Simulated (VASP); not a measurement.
# CdF2 in VASP: one cell, several levels of theory, part 2 of 2

VASP 6.6.1, plane waves, PAW. The steps go on from the part before.

**3. Single point with r2SCAN**

Input file INCAR:

```
ENCUT = 520.000000
SIGMA = 0.010000
EDIFF = 1.00e-07
ALGO = Normal
METAGGA = R2SCAN
PREC = Accurate
IBRION = -1
ISIF = 2
ISMEAR = 0
NBANDS = 20
NELM = 120
NSW = 0
LASPH = .TRUE.
LCHARG = .TRUE.
LELF = .TRUE.
LWAVE = .FALSE.
LREAL = .FALSE.
```

Input file KPOINTS:

```
KPOINTS created by Atomic Simulation Environment
0
Gamma
8 8 8
0 0 0
```

Input file KPOINTS_OPT:

```
special points
7
Reciprocal
0.0000000000 0.0000000000 0.0000000000 1
0.5000000000 0.0000000000 0.5000000000 1
0.6250000000 0.2500000000 0.6250000000 1
0.3750000000 0.3750000000 0.7500000000 1
0.5000000000 0.5000000000 0.5000000000 1
0.5000000000 0.2500000000 0.7500000000 1
0.2500000000 -0.5000000000 -0.2500000000 1
```

Input file POSCAR:

```
Cd F
 1.0000000000000000
     0.0000000000000000    2.6268232390000001    2.6268232390000001
     2.6268232390000001    0.0000000000000000    2.6268232390000001
     2.6268232390000001    2.6268232390000001    0.0000000000000000
 Cd  F
   1   2
Cartesian
  0.0000000000000000  0.0000000000000000  0.0000000000000000
  1.3134116194999998  1.3134116194999998  1.3134116194999998
  3.9402348585000002  3.9402348585000002  3.9402348585000002
```

On the command line:

```sh
$ mpirun -np 1 vasp_std
```

Standard output, without the iteration lines:

```text
POSCAR found type information on POSCAR CdF
 POSCAR found :  2 types and       3 ions
 -----------------------------------------------------------------------------
|                                                                             |
|                                                                             |
|     You enforced a specific xc type in the INCAR file but a different       |
|     I HOPE YOU KNOW WHAT YOU ARE DOING!                                     |
|                                                                             |
 -----------------------------------------------------------------------------

 LDA part: xc-table for (None), standard interpolation
 POSCAR, INCAR and KPOINTS ok, starting setup
 FFT: planning ... GRIDC
 FFT: planning ... GRID_SOFT
 FFT: planning ... GRID
 WAVECAR not read
 entering main loop
 Start KPOINTS_OPT (optional k-point list driver)
k-point batch [1-7\7]
```

OSZICAR:

```text
N       E                     dE             d eps       ncg     rms          rms(c)
DAV:   1     0.178286564330E+03    0.17829E+03   -0.15992E+04  1192   0.136E+03
DAV:   2    -0.337408100348E+02   -0.21203E+03   -0.20442E+03  1260   0.360E+02
DAV:   3    -0.428254414352E+02   -0.90846E+01   -0.90585E+01  1328   0.818E+01
DAV:   4    -0.428638263711E+02   -0.38385E-01   -0.38383E-01  1252   0.537E+00
DAV:   5    -0.428639489344E+02   -0.12256E-03   -0.12256E-03  1320   0.284E-01    0.100E+01
DAV:   6    -0.335794910086E+02    0.92845E+01   -0.36316E+00  1220   0.401E+01    0.106E+01
DAV:   7    -0.335804957334E+02   -0.10047E-02   -0.13827E+00  1216   0.104E+01    0.556E+00
DAV:   8    -0.336101843289E+02   -0.29689E-01   -0.14354E-01  1292   0.589E+00    0.189E+00
DAV:   9    -0.336042603756E+02    0.59240E-02   -0.50419E-02  1204   0.234E+00    0.187E-01
DAV:  10    -0.336053678341E+02   -0.11075E-02   -0.73050E-03  1272   0.819E-01    0.279E-01
DAV:  11    -0.336053170746E+02    0.50759E-04   -0.23689E-03  1208   0.455E-01    0.138E-01
DAV:  12    -0.336052534029E+02    0.63672E-04   -0.11855E-04  1244   0.180E-01    0.417E-02
DAV:  13    -0.336052374301E+02    0.15973E-04   -0.26118E-05  1312   0.554E-02    0.210E-02
DAV:  14    -0.336052322259E+02    0.52042E-05   -0.45732E-05  1236   0.653E-02    0.168E-02
DAV:  15    -0.336052306983E+02    0.15277E-05   -0.14891E-06  1220   0.126E-02    0.651E-03
DAV:  16    -0.336052303548E+02    0.34349E-06   -0.85554E-07  1220   0.837E-03    0.600E-04
DAV:  17    -0.336052304400E+02   -0.85243E-07   -0.30890E-08   652   0.164E-03
   1 F= -.33605230E+02 E0= -.33605230E+02  d E =-.273583E-27
       N       E                     dE             ncg
DAV:   1     0.106652240043E+04   -0.58668E+04      304
DAV:   2    -0.309225338928E+03   -0.13757E+04      308
DAV:   3    -0.360718646461E+03   -0.51493E+02      312
DAV:   4    -0.360903397060E+03   -0.18475E+00      296
DAV:   5    -0.360903973264E+03   -0.57620E-03      312
DAV:   6    -0.360903975900E+03   -0.26365E-05      296
DAV:   7    -0.360903975914E+03   -0.13519E-07      212
```

From OUTCAR:

```text
k-points           NKPTS =     29   k-points in BZ     NKDIM =     29   number of bands    NBANDS=     20

   NELECT =      26.0000    total number of electrons

   dimension x,y,z NGX =    28 NGY =   28 NGZ =   28
   dimension x,y,z NGXF=    56 NGYF=   56 NGZF=   56

  energy-cutoff  :      520.00
  volume of cell :       36.25
      direct lattice vectors                 reciprocal lattice vectors
     0.000000000  2.626823239  2.626823239    -0.190343984  0.190343984  0.190343984
     2.626823239  0.000000000  2.626823239     0.190343984 -0.190343984  0.190343984
     2.626823239  2.626823239  0.000000000     0.190343984  0.190343984 -0.190343984

 k-points in reciprocal lattice and weights: KPOINTS created by Atomic Simulation Env
   0.00000000  0.00000000  0.00000000       0.002
   0.12500000  0.00000000  0.00000000       0.016
   0.25000000  0.00000000  0.00000000       0.016
   0.37500000  0.00000000  0.00000000       0.016
   0.50000000  0.00000000  0.00000000       0.008
   0.12500000  0.12500000  0.00000000       0.012
   0.25000000  0.12500000  0.00000000       0.047
   0.37500000  0.12500000  0.00000000       0.047
[... 21 more k-points ...]

 E-fermi :  -1.1862

 k-point     1 :       0.0000    0.0000    0.0000
  band No.  band energies     occupation
      1     -23.6633      2.00000
      2     -22.3738      2.00000
      3      -7.1847      2.00000
      4      -7.1847      2.00000
      5      -7.1847      2.00000
      6      -5.5669      2.00000
      7      -5.5669      2.00000
      8      -2.4690      2.00000
      9      -2.4690      2.00000
     10      -2.4690      2.00000
     11      -1.6486      2.00000
     12      -1.6486      2.00000
     13      -1.6486      2.00000
     14       2.7657      0.00000
     15      12.7156      0.00000
     16      12.7156      0.00000
     17      12.7156      0.00000
     18      17.3845      0.00000
     19      20.1822      0.00000
     20      20.1822      0.00000

 k-point     2 :       0.1250    0.0000    0.0000
  band No.  band energies     occupation
      1     -23.6062      2.00000
      2     -22.4273      2.00000
      3      -7.1125      2.00000
      4      -7.1125      2.00000
      5      -6.9830      2.00000
      6      -5.5954      2.00000
      7      -5.5954      2.00000
      8      -2.9253      2.00000
      9      -2.5589      2.00000
     10      -2.5589      2.00000
     11      -1.8001      2.00000
     12      -1.6605      2.00000
     13      -1.6605      2.00000
     14       3.3572      0.00000
     15      11.8849      0.00000
     16      12.9937      0.00000
     17      12.9937      0.00000
     18      18.5975      0.00000
     19      19.7889      0.00000
     20      19.7889      0.00000

 k-point     3 :       0.2500    0.0000    0.0000
  band No.  band energies     occupation
      1     -23.4502      2.00000
      2     -22.5701      2.00000
      3      -6.9426      2.00000
      4      -6.9426      2.00000
      5      -6.4332      2.00000
      6      -5.6246      2.00000
      7      -5.6246      2.00000
      8      -3.6949      2.00000
      9      -2.8468      2.00000
     10      -2.8468      2.00000
     11      -2.4036      2.00000
     12      -1.6518      2.00000
     13      -1.6518      2.00000
     14       4.7451      0.00000
     15      10.5953      0.00000
     16      13.7301      0.00000
     17      13.7302      0.00000
     18      19.0859      0.00000
     19      19.0859      0.00000
     20      19.8679      0.00000

 k-point     4 :       0.3750    0.0000    0.0000
  band No.  band energies     occupation
      1     -23.2364      2.00000
      2     -22.7670      2.00000
      3      -6.7966      2.00000
      4      -6.7966      2.00000
      5      -5.7061      2.00000
      6      -5.5587      2.00000
      7      -5.5587      2.00000
      8      -4.2382      2.00000
      9      -3.2680      2.00000
     10      -3.2313      2.00000
     11      -3.2313      2.00000
     12      -1.6156      2.00000
     13      -1.6155      2.00000
     14       6.3270      0.00000
     15       9.4504      0.00000
     16      14.6086      0.00000
     17      14.6086      0.00000
     18      18.5104      0.00000
     19      18.5104      0.00000
     20      19.4102      0.00000

 k-point     5 :       0.5000    0.0000    0.0000
  band No.  band energies     occupation
      1     -23.0441      2.00000
      2     -22.9514      2.00000
      3      -6.7502      2.00000
      4      -6.7502      2.00000
      5      -5.4831      2.00000
      6      -5.4831      2.00000
      7      -5.2733      2.00000
      8      -4.2782      2.00000
      9      -3.9131      2.00000
     10      -3.4279      2.00000
     11      -3.4279      2.00000
     12      -1.5969      2.00000
     13      -1.5969      2.00000
     14       7.3418      0.00000
     15       8.6729      0.00000
     16      15.0458      0.00000
     17      15.0458      0.00000
     18      18.2628      0.00000
     19      18.2628      0.00000
     20      19.0048      0.00000

 k-point     6 :       0.1250    0.1250    0.0000
  band No.  band energies     occupation
      1     -23.5885      2.00000
      2     -22.4422      2.00000
      3      -7.0833      2.00000
      4      -7.0833      2.00000
      5      -6.9196      2.00000
      6      -5.6883      2.00000
      7      -5.5468      2.00000
      8      -3.0156      2.00000
      9      -2.6586      2.00000
     10      -2.6586      2.00000
     11      -1.6791      2.00000
     12      -1.6791      2.00000
     13      -1.6740      2.00000
     14       3.5124      0.00000
     15      11.7154      0.00000
     16      13.0509      0.00000
     17      13.0509      0.00000
     18      18.3259      0.00000
     19      19.7477      0.00000
     20      20.3340      0.00000

 k-point     7 :       0.2500    0.1250    0.0000
  band No.  band energies     occupation
      1     -23.4696      2.00000
      2     -22.5490      2.00000
      3      -6.9326      2.00000
      4      -6.9282      2.00000
      5      -6.4999      2.00000
      6      -5.8205      2.00000
      7      -5.5362      2.00000
      8      -3.6503      2.00000
      9      -2.9686      2.00000
     10      -2.9065      2.00000
     11      -1.9244      2.00000
     12      -1.6891      2.00000
     13      -1.6500      2.00000
     14       4.5688      0.00000
     15      10.8010      0.00000
     16      13.5258      0.00000
     17      13.5663      0.00000
     18      17.5129      0.00000
     19      20.1038      0.00000
     20      21.1212      0.00000

 k-point     8 :       0.3750    0.1250    0.0000
  band No.  band energies     occupation
      1     -23.2836      2.00000
      2     -22.7169      2.00000
      3      -6.7619      2.00000
      4      -6.7619      2.00000
      5      -5.8773      2.00000
      6      -5.8167      2.00000
      7      -5.4975      2.00000
      8      -4.2806      2.00000
      9      -3.3593      2.00000
     10      -3.3179      2.00000
     11      -2.4881      2.00000
     12      -1.6865      2.00000
     13      -1.5976      2.00000
     14       6.0531      0.00000
     15       9.8609      0.00000
     16      14.0978      0.00000
     17      14.3147      0.00000
     18      16.6855      0.00000
     19      19.5175      0.00000
     20      21.2802      0.00000

 k-point     9 :       0.5000    0.1250    0.0000
  band No.  band energies     occupation
      1     -23.0757      2.00000
      2     -22.9110      2.00000
      3      -6.7122      2.00000
      4      -6.6642      2.00000
      5      -5.6394      2.00000
      6      -5.4963      2.00000
      7      -5.3559      2.00000
      8      -4.5812      2.00000
      9      -3.7342      2.00000
     10      -3.5451      2.00000
     11      -3.0160      2.00000
     12      -1.6614      2.00000
     13      -1.5774      2.00000
     14       7.3499      0.00000
     15       9.0221      0.00000
     16      14.3057      0.00000
     17      14.9525      0.00000
     18      16.4159      0.00000
     19      18.8145      0.00000
     20      21.0687      0.00000

 k-point    10 :      -0.3750    0.1250    0.0000
  band No.  band energies     occupation
      1     -23.1401      2.00000
      2     -22.8502      2.00000
      3      -6.7521      2.00000
      4      -6.6601      2.00000
      5      -5.6536      2.00000
      6      -5.5394      2.00000
      7      -5.4356      2.00000
      8      -4.5958      2.00000
      9      -3.5784      2.00000
     10      -3.3346      2.00000
     11      -3.0771      2.00000
     12      -1.6557      2.00000
     13      -1.6000      2.00000
     14       6.9937      0.00000
     15       9.3069      0.00000
     16      14.0007      0.00000
     17      15.0203      0.00000
     18      17.0163      0.00000
     19      18.2287      0.00000
     20      21.2126      0.00000

[... the tables of k-points 11 to 29 left out ...]

  Total        2.6822515      2.6822515      2.6822515      0.0000000     -0.0000000      0.0000000
  in kB      118.5461714    118.5461714    118.5461714      0.0000000     -0.0000000      0.0000000
  external PRESSURE =     118.5461714 kB  Pullay stress =       0.0000000 kB

 POSITION                                       TOTAL-FORCE (eV/Angst)
 -----------------------------------------------------------------------------------
      0.00000      0.00000      0.00000        -0.000000      0.000000      0.000000
      1.31341      1.31341      1.31341         0.000000      0.000000     -0.000000
      3.94023      3.94023      3.94023        -0.000000     -0.000000      0.000000
 -----------------------------------------------------------------------------------
    total drift:                                0.000000      0.000000      0.000000

  FREE ENERGIE OF THE ION-ELECTRON SYSTEM (eV)
  ---------------------------------------------------
  free  energy   TOTEN  =       -33.6052304400 eV

  energy  without entropy=      -33.6052304400  energy(sigma->0) =      -33.60523044
```

Hardware: 1 MPI rank of Intel Xeon Platinum 8488C, shared host.

The levels at the points of KPOINTS_OPT are read from vasprun.xml.

Band energies at the special points (eV, zero at the top of v, the last band that the electrons fill by count):

```csv
point,v−1,v,c,c+1
Γ,-0.39,-0.39,4.03,13.98
X,-0.10,-0.10,9.53,11.00
U,-0.43,-0.20,9.49,11.83
K,-0.43,-0.20,9.49,11.83
L,-0.34,-0.34,8.60,9.93
W,-0.79,0.00,9.63,12.07
```

The r2SCAN gap is 4.03 eV and indirect ((-0.25, 0.50, 0.25) to Γ), with 4.41 eV as the least direct one. Pressure: 11.85 GPa; the forces vanish within 0.01 eV/Å.

Axes a, b and c in the maps are those of this run's conventional cell (a, b, c = 5.254, 5.254, 5.254 Å).

Density in a lattice plane of the grid's cell (edges 5.25 and 5.25 Å, at 0.250 of the third edge), which holds F.

Ten even steps from ' ' (0.10 e/Å³) to '@' (14.02 e/Å³):
```
                                                
                                                
          ..::..                  ..::..        
        ::++**++::              ::++**++::      
      ..--##@@##--..          ..--##@@##--..    
        ::++**++::              ::++**++::      
          ..::..                  ..::..        
                                                
                                                
                                                
                                                
                                                
          ..::..                  ..::..        
        ::++**++::              ::++**++::      
      ..--##@@##--..          ..--##@@##--..    
        ::++**++::              ::++**++::      
          ..::..                  ..::..        
                                                
                                                
                                                
```
Columns run along the first of these edges and rows up along the second, over one cell in 24 and 20 even steps from the bottom left corner. Atoms in the plane (fractional): F at (0.25, 0.25), F at (0.75, 0.75), F at (0.25, 0.75), F at (0.75, 0.25).

ELF in the same plane.

Ten even steps from ' ' (0.03) to '@' (0.81):
```
        ..::::::..              ..::::::..      
    ..--**##%%##**--..      ..--**##%%##**--..  
    --##@@@@@@@@@@##--      --##@@@@@@@@@@##--  
  ..++@@@@@@%%@@@@@@++..  ..++@@@@@@%%@@@@@@++..
  ..**@@@@##**##@@@@**..  ..**@@@@##**##@@@@**..
  ..++@@@@@@%%@@@@@@++..  ..++@@@@@@%%@@@@@@++..
    --##@@@@@@@@@@##--      --##@@@@@@@@@@##--  
    ..--**##%%##**--..      ..--**##%%##**--..  
        ..::::::..              ..::::::..      
                                                
        ..::::::..              ..::::::..      
    ..--**##%%##**--..      ..--**##%%##**--..  
    --##@@@@@@@@@@##--      --##@@@@@@@@@@##--  
  ..++@@@@@@%%@@@@@@++..  ..++@@@@@@%%@@@@@@++..
  ..**@@@@##**##@@@@**..  ..**@@@@##**##@@@@**..
  ..++@@@@@@%%@@@@@@++..  ..++@@@@@@%%@@@@@@++..
    --##@@@@@@@@@@##--      --##@@@@@@@@@@##--  
    ..--**##%%##**--..      ..--**##%%##**--..  
        ..::::::..              ..::::::..      
                                                
```
Columns run along the first of these edges and rows up along the second, over one cell in 24 and 20 even steps from the bottom left corner. Atoms in the plane (fractional): F at (0.25, 0.25), F at (0.75, 0.75), F at (0.25, 0.75), F at (0.75, 0.25).

Both are smooth fields of the valence electrons: close to the nuclei they are not physical.

Maxima of ELF outside the ion cores: 0.82 in the shell around F, 0.6 Å from F.

**4. Results**

What follows sums up all 2 parts.

| level | gap (eV) | pressure (GPa) | Ansatz: gap (eV) | Ansatz: pressure (GPa) |
| --- | --- | --- | --- | --- |
| PBE | 3.34 | 17.35 | 3.38 | 16.15 |
| r2SCAN | 4.03 | 11.85 | 4.08 | 10.30 |

The gap spans 3.34 eV (PBE) to 4.03 eV (r2SCAN). The pressure is highest with PBE (17.3 GPa) and lowest with r2SCAN (11.9 GPa), which orders the cells that they would relax to. The two programs agree on the gap within 0.06 eV, far less than the spread between functionals. Datasets and cutoffs are each program's own. VASP's cell holds 26 valence electrons and Ansatz's 34.
